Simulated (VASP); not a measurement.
# Ru (P6_3/mmc) in VASP: a series of runs

The runs below take Ru through single point, with PBEsol.

Program: VASP 6.6.1. These are calculated values, not measurements. Logs are shortened: lines on timing, memory, paths and dates and some standing lists are left out, and cuts for length are marked.

## 1. The undisturbed crystal

The structure is hexagonal, space group P6_3/mmc (No. 194). The conventional cell has a = 2.706 Å, b = 2.706 Å, c = 4.282 Å, α = 90.00°, β = 90.00°, γ = 120.00°. Ru (site symmetry -6m2) is surrounded by 12 Ru at 2.65 to 2.71 Å.

## 2. Single point, PBEsol (grid = ENCUT=400 dk=0.45 cell=2x2x2 ISMEAR=1 SIGMA=0.1 LREAL=Auto EDIFF=1e-06)

The input, INCAR:

```
SYSTEM = Ru
PREC     = Accurate       ! precision mode
ENCUT    = 400            ! plane-wave cutoff, eV
EDIFF    = 1E-6           ! SCF threshold, eV
ISMEAR   = 1              ! smearing method
SIGMA    = 0.1            ! smearing width, eV
LREAL    = Auto         
LASPH    = .True.         ! aspherical terms in the spheres
NELM     = 120            ! most SCF steps
ALGO     = Fast           ! electronic algorithm
ISIF     = 2              ! what is computed and relaxed
LWAVE    = .False.        ! write WAVECAR
LCHARG   = .False.        ! write CHGCAR
GGA      = PS             ! functional
NBANDS   = 128            ! bands
```

The input, KPOINTS:

```
regular mesh
0
Gamma
  3 3 2
  0 0 0
```

The input, POSCAR:

```
Ru
1.0
    5.4116000000      0.0000000000      0.0000000000
   -2.7058000000      4.6865830752      0.0000000000
    0.0000000000      0.0000000000      8.5638000000
Ru
16
Direct
    0.3333333334      0.1666666666      0.3750000000
    0.3333333334      0.1666666666      0.8750000000
    0.3333333334      0.6666666666      0.3750000000
    0.3333333334      0.6666666666      0.8750000000
    0.8333333333      0.1666666666      0.3750000000
    0.8333333333      0.1666666666      0.8750000000
    0.8333333333      0.6666666666      0.3750000000
    0.8333333333      0.6666666666      0.8750000000
    0.1666666666      0.3333333334      0.1250000000
    0.1666666666      0.3333333334      0.6250000000
    0.1666666666      0.8333333333      0.1250000000
    0.1666666666      0.8333333333      0.6250000000
    0.6666666666      0.3333333334      0.1250000000
    0.6666666666      0.3333333334      0.6250000000
    0.6666666666      0.8333333333      0.1250000000
    0.6666666666      0.8333333333      0.6250000000
```

Potentials or basis: VASP PAW PBE potentials, release 64 (Ru_pv).

Started as:

```bash
cat potpaw_PBE.64/Ru_pv/POTCAR > POTCAR
mpirun -np 1 vasp_std > vasp.out
```

OUTCAR:

```text
SYSTEM = Ru
   PREC = Accurate
   ENCUT = 400
   EDIFF = 1E-6
   ISMEAR = 1
   LREAL = Auto
   LASPH = .True.
   NELM = 120
   ISIF = 2
   GGA = PS

 Found      6 irreducible k-points:

 Following reciprocal coordinates:
            Coordinates               Weight
  0.000000  0.000000  0.000000      1.000000
  0.333333  0.000000  0.000000      6.000000
  0.333333  0.333333  0.000000      2.000000
  0.000000  0.000000  0.500000      1.000000
  0.333333  0.000000  0.500000      6.000000
  0.333333  0.333333  0.500000      2.000000
   k-points           NKPTS =      6   k-points in BZ     NKDIM =      6   number of bands    NBANDS=    128
   number of dos      NEDOS =    301   number of ions     NIONS =     16
   total plane-waves  NPLWV =  72576
   dimension x,y,z NGX =    36 NGY =   36 NGZ =   56
   dimension x,y,z NGXF=    72 NGYF=   72 NGZF=  112
   ions per type =              16
   NGX,Y,Z   is equivalent  to a cutoff of  11.06, 11.06, 10.87 a.u.
   NGXF,Y,Z  is equivalent  to a cutoff of  22.12, 22.12, 21.74 a.u.
 SYSTEM =  Ru
   PREC   = accura    normal or accurate (medium, high low for compatibility)
   ISTART =      0    job   : 0-new  1-cont  2-samecut
   ICHARG =      2    charge: 1-file 2-atom 10-const
   ISPIN  =      1    spin polarized calculation?
   LNONCOLLINEAR =      F non collinear calculations
   LSORBIT =      F    spin-orbit coupling
   LASPH  =      T    aspherical Exc in radial PAW
   ENCUT  =  400.0 eV  29.40 Ry    5.42 a.u.   8.82  8.82 13.97*2*pi/ulx,y,z
   NELM   =    120;   NELMIN=  2; NELMDL= -5     # of ELM steps
   EDIFF  = 0.1E-05   stopping-criterion for ELM
   LREAL  =      T    real-space projection
   EDIFFG = 0.1E-04   stopping-criterion for IOM
   NSW    =      0    number of steps for IOM
   IBRION =     -1    ionic relax: 0-MD 1-quasi-New 2-CG
   NFREE  =      0    steps in history (QN), initial steepest desc. (CG)
   ISIF   =      2    stress and relaxation
   ISYM   =      2    0-nonsym 1-usesym 2-fastsym
   POTIM  = 0.5000    time-step for ionic-motion
   TEBEG  =    0.0;   TEEND  =   0.0 temperature during run
   PSTRESS=    0.0 pullay stress
   NELECT =     224.0000    total number of electrons
   NUPDOWN=      -1.0000    fix difference up-down
   EMIN   =  10.00;   EMAX   =-10.00  energy-range for DOS
   EFERMI =   0.00;   METHOD = LEGACY
   ISMEAR =     1;   SIGMA  =   0.10  broadening in eV -4-tet -1-fermi 0-gaus
   EFERMI_NEDOS =   21; number of points for ismear=-14 and -15
   IALGO  =     68    algorithm
   IMIX   =      4    mixing-type and parameters
     AMIX     =   0.40;   BMIX     =  1.00
     AMIX_MAG =   1.60;   BMIX_MAG =  1.00
  volume/ion in A,a.u.               =      13.57        91.61
  Fermi-wavevector in a.u.,A,eV,Ry     =   1.654022  3.125649 37.222674  2.735789
  Thomas-Fermi vector in A             =   2.742361
   LORBIT       =      0    0 simple, 1 ext, 2 COOP (PROOUT), +10 PAW based schemes
   GGA     = PS    functional components
   LHFCALC =     F    Hartree Fock is set to
   AEXX    =    0.0000 exact exchange contribution
   IVDW    =     0    specifies the selected vdW correction
   LEPSILON=     F    determine dielectric tensor
   LRPA    =     F    only Hartree local field effects (RPA)
 non-spin polarized calculation
 RMM-DIIS sequential band-by-band and
 Methfessel and Paxton  Order N= 1 SIGMA  =   0.10
  energy-cutoff  :      400.00
  volume of cell :      217.19
 maximum number of plane-waves:      3990
 NGX is ok and might be reduce to    36
   NGX = 17   NGY = 17   NGZ = 27

 number of electron     224.0000058 magnetization

 Free energy of the ion-electron system (eV)
  ---------------------------------------------------
  ext. energy  EPLUGINS =         0.00000000
  ---------------------------------------------------
  free energy    TOTEN  =      -162.06394323 eV

  energy without entropy =     -162.03408605  energy(sigma->0) =     -162.05399083

 E-fermi :  12.9508     XC(G=0): -14.2817

 val. band max:       12.9468648944   @ k =   0.3333   0.0000   0.5000
 cond. band min:      13.0167821139   @ k =   0.3333   0.3333   0.5000
 fundamental gap:      0.0699172195
 Fermi energy:        12.9507719344

 k-point     1 :       0.0000    0.0000    0.0000
  band No.  band energies     occupation
      1     -30.9026      2.00000
      2     -30.7907      2.00000
      3     -30.7907      2.00000
      4     -30.7907      2.00000
      5     -30.7907      2.00000
      6     -30.7907      2.00000
[... 116 lines left out ...]
    123      14.4080     -0.00000
    124      14.4130     -0.00000

 k-point     2 :       0.3333    0.0000    0.0000
  band No.  band energies     occupation
      1     -30.8112      2.00000
      2     -30.7075      2.00000
      3     -30.7075      2.00000
      4     -30.7075      2.00000
      5     -30.7075      2.00000
      6     -30.6379      2.00000
[... 116 lines left out ...]
    123      14.2068     -0.00000
    124      14.2154     -0.00000

 k-point     3 :       0.3333    0.3333    0.0000
  band No.  band energies     occupation
      1     -30.6528      2.00000
      2     -30.6528      2.00000
      3     -30.6508      2.00000
      4     -30.6508      2.00000
      5     -30.6508      2.00000
      6     -30.5649      2.00000
[... 116 lines left out ...]
    123      13.7882     -0.00000
    124      13.7889     -0.00000

 k-point     4 :       0.0000    0.0000    0.5000
  band No.  band energies     occupation
      1     -30.7929      2.00000
      2     -30.7929      2.00000
      3     -30.7929      2.00000
      4     -30.7929      2.00000
      5     -30.7929      2.00000
      6     -30.7929      2.00000
[... 116 lines left out ...]
    123      14.3121     -0.00000
    124      14.3156     -0.00000

 k-point     5 :       0.3333    0.0000    0.5000
  band No.  band energies     occupation
      1     -30.6974      2.00000
      2     -30.6974      2.00000
      3     -30.6974      2.00000
      4     -30.6974      2.00000
      5     -30.6920      2.00000
      6     -30.6920      2.00000
[... 116 lines left out ...]
    123      13.5143     -0.00000
    124      13.5143     -0.00000

 k-point     6 :       0.3333    0.3333    0.5000
  band No.  band energies     occupation
      1     -30.6440      2.00000
      2     -30.6440      2.00000
      3     -30.6440      2.00000
      4     -30.6440      2.00000
      5     -30.6440      2.00000
      6     -30.6440      2.00000
[... 116 lines left out ...]
    123      13.1571     -0.01296
    124      13.1571     -0.01296
 [bands above 124 left out]

------------------------ aborting loop because EDIFF is reached ----------------------------------------

  FORCE on cell =-STRESS in cart. coord.  units (eV):
  Direction    XX          YY          ZZ          XY          YZ          ZX
  --------------------------------------------------------------------------------------
  -------------------------------------------------------------------------------------
  Total       -5.8239018     -5.8239018    -14.6766755      0.0000000      0.0000000      0.0000000
  in kB      -42.9611705    -42.9611705   -108.2654167      0.0000000      0.0000000      0.0000000
  external PRESSURE =     -64.7292526 kB  Pullay stress =       0.0000000 kB

 VOLUME and BASIS-vectors are now :
 -----------------------------------------------------------------------------
  energy-cutoff  :      400.00
  volume of cell :      217.19
      direct lattice vectors                 reciprocal lattice vectors
     5.411600000  0.000000000  0.000000000     0.184788233  0.106687536  0.000000000
    -2.705800000  4.686583075  0.000000000     0.000000000  0.213375072  0.000000000
     0.000000000  0.000000000  8.563800000     0.000000000  0.000000000  0.116770592

 POSITION                                       TOTAL-FORCE (eV/Angst)
 -----------------------------------------------------------------------------------
      1.35290      0.78110      3.21143        -0.000000     -0.000000      0.000000
      1.35290      0.78110      7.49333        -0.000000     -0.000000      0.000000
      0.00000      3.12439      3.21143        -0.000000     -0.000000      0.000000
      0.00000      3.12439      7.49333        -0.000000      0.000000     -0.000000
      4.05870      0.78110      3.21143        -0.000000     -0.000000     -0.000000
      4.05870      0.78110      7.49333        -0.000000     -0.000000     -0.000000
[... 8 lines left out ...]
      1.35290      3.90549      1.07048         0.000000      0.000000     -0.000000
      1.35290      3.90549      5.35238         0.000000      0.000000     -0.000000
 -----------------------------------------------------------------------------------
    total drift:                                0.000001      0.000002      0.000000

  FREE ENERGIE OF THE ION-ELECTRON SYSTEM (eV)
  ---------------------------------------------------
  free  energy   TOTEN  =      -162.0639432262 eV

  energy  without entropy=     -162.0340860459  energy(sigma->0) =     -162.05399083
```

Run time: 6.2 min. Hardware: 1 thread of Intel Xeon Platinum 8375C at 2.90GHz (Ice Lake), shared host; peak memory 0.29 GiB.

These settings aren't checked as converged: the numbers below hold their error.

What came out:

```yaml
Free_energy: -162.0639 eV
Pressure: -6.5 GPa
Band_gap_on_the_k_mesh: none (metal or under the smearing width)
```

Caveat: the k mesh is coarse (spacing up to 0.45 Å⁻¹), so the values aren't converged; the PAW data sets were made with another functional, which shifts forces and pressure a little.

## 3. Single point, PBEsol (grid = ENCUT=340 dk=0.35 cell=2x2x2 ISMEAR=1 SIGMA=0.1 LREAL=Auto EDIFF=1e-06)

INCAR, as its differences from that of step 2:

```diff
@@ -2,3 +2,3 @@
 PREC     = Accurate       ! precision mode
-ENCUT    = 400            ! plane-wave cutoff, eV
+ENCUT    = 340            ! plane-wave cutoff, eV
 EDIFF    = 1E-6           ! SCF threshold, eV
```

The input, KPOINTS:

```
regular mesh
0
Gamma
  4 4 3
  0 0 0
```

POSCAR is that of step 2.

Potentials or basis: VASP PAW PBE potentials, release 64 (Ru_pv).

Started as:

```bash
cat potpaw_PBE.64/Ru_pv/POTCAR > POTCAR
mpirun -np 1 vasp_std > vasp.out
```

OUTCAR:

```text
SYSTEM = Ru
   PREC = Accurate
   ENCUT = 340
   EDIFF = 1E-6
   ISMEAR = 1
   LREAL = Auto
   LASPH = .True.
   NELM = 120
   ISIF = 2
   GGA = PS

 Found      8 irreducible k-points:

 Following reciprocal coordinates:
            Coordinates               Weight
  0.000000  0.000000  0.000000      1.000000
  0.250000  0.000000  0.000000      6.000000
  0.500000  0.000000  0.000000      3.000000
  0.250000  0.250000  0.000000      6.000000
  0.000000  0.000000  0.333333      2.000000
  0.250000  0.000000  0.333333     12.000000
   k-points           NKPTS =      8   k-points in BZ     NKDIM =      8   number of bands    NBANDS=    128
[... 847 lines left out ...]
  Total      -10.8796628    -10.8796628    -12.3371774     -0.0000000      0.0000000      0.0000000
  in kB      -80.2559966    -80.2559966    -91.0076435     -0.0000000      0.0000000      0.0000000
  external PRESSURE =     -83.8398789 kB  Pullay stress =       0.0000000 kB

 VOLUME and BASIS-vectors are now :
 -----------------------------------------------------------------------------
  energy-cutoff  :      340.00
  volume of cell :      217.19
      direct lattice vectors                 reciprocal lattice vectors
     5.411600000  0.000000000  0.000000000     0.184788233  0.106687536  0.000000000
    -2.705800000  4.686583075  0.000000000     0.000000000  0.213375072  0.000000000
     0.000000000  0.000000000  8.563800000     0.000000000  0.000000000  0.116770592

 POSITION                                       TOTAL-FORCE (eV/Angst)
 -----------------------------------------------------------------------------------
      1.35290      0.78110      3.21143         0.000000      0.000000     -0.000000
      1.35290      0.78110      7.49333         0.000000      0.000000      0.000000
      0.00000      3.12439      3.21143         0.000000      0.000000     -0.000000
      0.00000      3.12439      7.49333         0.000000      0.000000     -0.000000
      4.05870      0.78110      3.21143         0.000000     -0.000000      0.000000
      4.05870      0.78110      7.49333         0.000000      0.000000      0.000000
[... 8 lines left out ...]
      1.35290      3.90549      1.07048        -0.000000     -0.000000      0.000000
      1.35290      3.90549      5.35238        -0.000000     -0.000000      0.000000
 -----------------------------------------------------------------------------------
    total drift:                                0.000001      0.000002     -0.000000

  FREE ENERGIE OF THE ION-ELECTRON SYSTEM (eV)
  ---------------------------------------------------
  free  energy   TOTEN  =      -162.8232778938 eV

  energy  without entropy=     -162.7975202277  energy(sigma->0) =     -162.81469201
```

Wall time 8 min (1 thread of Intel Xeon Platinum 8375C at 2.90GHz (Ice Lake), shared host); peak memory 0.29 GiB.

These settings aren't checked as converged: the numbers below hold their error.

What came out:

* Free energy: -162.8233 eV
* Pressure: -8.4 GPa
* Band gap on the k mesh: none (metal or under the smearing width)

Caveat: the PAW data sets were made with another functional, which shifts forces and pressure a little.

(Part 1 of 2 ends here.)
